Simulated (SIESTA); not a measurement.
Crystal: MgO.

```
Mg O
1.0
     3.30779    0.00000    0.00000
    -1.65389    2.86463    0.00000
     0.00000    0.00000    4.98288
Mg O
2 2
Direct
  0.66667 0.33333 0.50216
  0.33333 0.66667 0.00216
  0.66667 0.33333 0.90244
  0.33333 0.66667 0.40244
```

Measurements of this composition are mostly on another form, of space group No. 225.

Base run:

| Item | Value |
| --- | --- |
| Program | SIESTA 5.4.2 |
| Functional | PBEsol |
| Potentials or basis | PseudoDojo 0.4 standard (PBEsol files) |
| Basis | DZP (energy shift 0.003 Ry; two zetas on semicore shells) |
| Grid cutoff | 800 Ry |
| Energy shift | 0.003 Ry |
| k mesh | 9 × 9 × 6 |
| Occupations | fermi-dirac, width 0.05 eV |
| Spin | no spin polarisation |

Its results: band gap on the k mesh 3.23 eV, direct; pressure 3.7 GPa; largest force 0.055 eV/Å.

Q: The run is repeated on the same cell with these changes: functional from PBEsol to LDA; potentials or basis from PseudoDojo 0.4 standard (PBEsol files) to PseudoDojo 0.4 standard (LDA files). What comes out?

A: Band gap on the k mesh 3.25 eV, direct; pressure -0.4 GPa; largest force 0.028 eV/Å.

Caveats: the basis of atomic orbitals isn't converged, which shifts pressures, moduli and gaps.
